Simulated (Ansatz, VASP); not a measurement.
## GaN in VASP and in Ansatz

File INCAR:

```
PREC     = Accurate       # precision mode
ENCUT    = 520            # plane-wave cutoff, eV
EDIFF    = 1E-6           # SCF threshold, eV
ISMEAR   = 0              # smearing method
SIGMA    = 0.05           # smearing width, eV
LREAL    = F              # projectors in reciprocal space
LASPH    = T              # aspherical terms in the spheres
NELM     = 60             # most SCF steps
ALGO     = Normal         # electronic algorithm
ISIF     = 2              # what is computed and relaxed
LWAVE    = F              # write WAVECAR
LCHARG   = F              # write CHGCAR
GGA      = PS             # functional
NBANDS   = 26             # bands
```

KPOINTS

```
Automatic mesh
0
Gamma
  12 12 6
```

File POSCAR:

```
GaN
1.0
    3.1825784872      0.0000000000      0.0000000000
   -1.5912892436      2.7561938194      0.0000000000
    0.0000000000      0.0000000000      5.2632074707
Ga N
2 2
Direct
    0.3333333333      0.6666666667      0.9991941071
    0.6666666667      0.3333333333      0.4991941071
    0.3333333333      0.6666666667      0.3758058929
    0.6666666667      0.3333333333      0.8758058929
```

Input for Ansatz:

```yaml
crystal:
  lattice:
    - [3.1825784872, 0.0, 0.0]
    - [-1.5912892436, 2.7561938194, 0.0]
    - [0.0, 0.0, 5.2632074707]
  atoms:
    - { symbol: Ga, position: [0.3333333333, 0.6666666667, 0.9991941071] }
    - { symbol: Ga, position: [0.6666666667, 0.3333333333, 0.4991941071] }
    - { symbol: "N", position: [0.3333333333, 0.6666666667, 0.3758058929] }
    - { symbol: "N", position: [0.6666666667, 0.3333333333, 0.8758058929] }
basis:
  ecutwfc: 420
kpoints:
  mp_grid: { grid: [12, 12, 6] }
hamiltonian:
  xc: pbesol
scf:
  occupations: { method: gaussian, width: 0.05 }
output:
  forces: true
  stress: true
  eigenvalues: true
```

Change from the starting cell: strain +0.000 along x and y, +0.015 along z, atoms carried along.

Alike in both runs: task single point; functional PBEsol; k mesh 12 × 12 × 6; occupations gaussian, width 0.05 eV; no spin polarisation.

|  | VASP | Ansatz |
| --- | --- | --- |
| version | VASP 6.6.1 | Ansatz 0.2.0 |
| potentials or method | VASP PAW PBE potentials, release 64 (Ga_d, N) | scalar-relativistic, plane waves, PAW |
| plane-wave cutoff (eV) | 520 | 420 |
| valence electrons in the cell | 36 | 36 |

```csv
,VASP,Ansatz,Ansatz less VASP
gap on the k mesh at the Fermi level (eV),1.75,1.74,-0.017
least direct gap on the mesh (eV),1.75,1.74,-0.017
pressure (GPa),-2.8,-2.6,+0.14
largest component of the traceless stress (GPa),3.51,3.54,+0.027
rms of the force components (eV/Å),0.070,0.072,+0.0021
```

Atom by atom the forces differ by 0.002 eV/Å (rms over components). The functional is the same, so the differences come from potentials, cutoffs and numerics.

Caveats: the PAW data sets were made with another functional, which shifts forces and pressure a little (VASP).
